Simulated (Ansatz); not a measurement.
# YN: the cost of one run

Program: Ansatz 0.2.0. PAW datasets, plane waves, zero pressure. Spin-unpolarised throughout; all numbers are computed.

## 1. The structure to begin with

It is cubic, Fm-3m (No. 225); conventional cell a = 4.877 Å, 14.50 Å³ an atom. Around Y lie 6 N at 2.44 Å; around N lie 6 Y at 2.44 Å.

As a file:

```cif
data_structure
_symmetry_space_group_name_H-M 'Fm-3m'
_symmetry_Int_Tables_number 225
_cell_length_a 4.8770
_cell_length_b 4.8770
_cell_length_c 4.8770
_cell_angle_alpha 90.000
_cell_angle_beta 90.000
_cell_angle_gamma 90.000
_cell_volume 116.00
loop_
_atom_site_label
_atom_site_type_symbol
_atom_site_symmetry_multiplicity
_atom_site_Wyckoff_symbol
_atom_site_fract_x
_atom_site_fract_y
_atom_site_fract_z
_atom_site_occupancy
Y1 Y 4 a 0.00000 0.00000 0.00000 1
N1 N 4 b 0.50000 0.00000 0.00000 1
```

## 2. Relaxation with PBE

input.yaml reads:

```yaml
crystal:
  lattice:
    - [0.0, 2.4385, 2.4385]
    - [2.4385, 0.0, 2.4385]
    - [2.4385, 2.4385, 0.0]
  atoms:
    - { symbol: "Y", position: [0.0, 0.0, 0.0] }
    - { symbol: "N", position: [0.5, 0.5, 0.5] }
kpoints:
  mp_grid: { grid: [8, 8, 8] }
hamiltonian:
  xc: pbe
scf:
  occupations: { method: fermi_dirac, width: 0.02 }
relax:
  f_tol: 0.005
  cell: {}
```

On the command line:

```console
ansatz run input.yaml --threads 1 --pin off --max-ram 2304MiB --backend cpu --events-out ev --progress --plain --runs-dir out
```

**Question.** How long does this run take on 1 thread of Intel Xeon Platinum 8259CL at 2.50GHz (Skylake/Cascade Lake), shared host, and how much memory does it need?

About 7.8 s, with a peak of 0.43 GiB.
